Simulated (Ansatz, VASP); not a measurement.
**ZrC in VASP and in Ansatz**

Contents of INCAR:

```
SYSTEM = ZrC
  ALGO = Normal
  EDIFF = 1E-6
  ENCUT = 520
  ISIF = 2
  ISMEAR = 0
  LASPH = .True.
  LCHARG = .False.
  LREAL = .False.
  LWAVE = .False.
  NBANDS = 15
  NELM = 60
  PREC = Accurate
  SIGMA = 0.15
```

File KPOINTS:

```
k-points
0
Gamma
  16 16 16
  0 0 0
```

File POSCAR:

```
ZrC
1.0
    0.0000000000      2.4019541123      2.1582776081
    2.4019541123      0.0000000000      2.1582776081
    2.4019541123      2.4019541123      0.0000000000
Zr C
1 1
Direct
    0.4983745445      0.5016254555      0.5016254555
    0.0123452608     -0.0123452608     -0.0123452608
```

Input for Ansatz:

```yaml
crystal:
  lattice:
    - [0.0, 2.4019541123, 2.1582776081]
    - [2.4019541123, 0.0, 2.1582776081]
    - [2.4019541123, 2.4019541123, 0.0]
  atoms:
    - { symbol: Zr, position: [0.4983745445, 0.5016254555, 0.5016254555] }
    - { symbol: C, position: [0.0123452608, -0.0123452608, -0.0123452608] }
basis:
  ecutwfc: 520.0
kpoints:
  mp_grid: { grid: [16, 16, 16] }
hamiltonian:
  xc: lda
scf:
  occupations: { method: gaussian, width: 0.15 }
output:
  forces: true
  stress: true
  eigenvalues: true
```

Change from the starting cell: mode 4 frozen in at -0.057 Å, strain +e along z and -e/2 along x and y -0.0700.

Alike in both runs: task single point; functional LDA; k mesh 16 × 16 × 16; occupations gaussian, width 0.15 eV; no spin polarisation.

|  | VASP | Ansatz |
| --- | --- | --- |
| version | VASP 6.6.1 | Ansatz 0.2.0 |
| potentials or method | VASP PAW LDA potentials, release 64 (Zr_sv, C) | scalar-relativistic, plane waves, PAW |
| plane-wave cutoff (eV) | 520 | 520 |
| valence electrons in the cell | 16 | 16 |

|  | VASP | Ansatz | Ansatz less VASP |
| --- | --- | --- | --- |
| gap on the k mesh at the Fermi level (eV) | none | none | - |
| pressure (GPa) | 7.1 | 6.4 | -0.63 |
| largest component of the traceless stress (GPa) | 34.53 | 34.31 | -0.228 |
| rms of the force components (eV/Å) | 0.148 | 0.145 | -0.0023 |

Atom by atom the forces differ by 0.002 eV/Å (rms over components). A gap of «none» marks a metal or a gap that the smearing closes.
